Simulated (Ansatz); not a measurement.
(111) slab cut from the bulk of NbN, Fm-3m (No. 225); the slab's formula is Nb6N5:

```xyz
11
Lattice="3.1265 0.0000 0.0000 -1.5633 2.7076 0.0000 0.0000 0.0000 27.7639" Properties=species:S:1:pos:R:3 pbc="T T T"
Nb    0.0000    1.8051    7.5000
N     1.5633    0.9025    8.7764
Nb    0.0000    0.0000   10.0528
N     0.0000    1.8051   11.3292
Nb    1.5633    0.9025   12.6056
N     0.0000    0.0000   13.8819
Nb    0.0000    1.8051   15.1583
N     1.5633    0.9025   16.4347
Nb    0.0000    0.0000   17.7111
N     0.0000    1.8051   18.9875
Nb    1.5633    0.9025   20.2639
```

These are results of Ansatz, DFT PBE, scalar-relativistic, plane waves, PAW, not measurements. Settings: cutoff 420 eV, Γ-centred mesh 12×12×1 on the computed 11-atom cell, Gaussian smearing of 0.10 eV; no spin polarisation. A dipole correction removes the field between periodic images along c.

(1) What forces act on the atoms?

Spin polarisation was left out, and a magnetic state may lie lower.

Answers

(1)
```csv
atom,Fx (eV/Å),Fy (eV/Å),Fz (eV/Å)
Nb1,0.000,0.000,1.143
N2,0.000,0.000,-0.872
Nb3,0.000,0.000,-0.011
N4,0.000,0.000,-0.225
Nb5,0.000,0.000,-0.268
N6,0.000,0.000,0.000
Nb7,0.000,0.000,0.268
N8,0.000,0.000,0.225
Nb9,0.000,0.000,0.011
N10,0.000,0.000,0.872
Nb11,0.000,0.000,-1.143
```

Cost: 1 run of about 0.35 core-minutes, on Intel Xeon Platinum 8375C (Ice Lake) (shared hosts).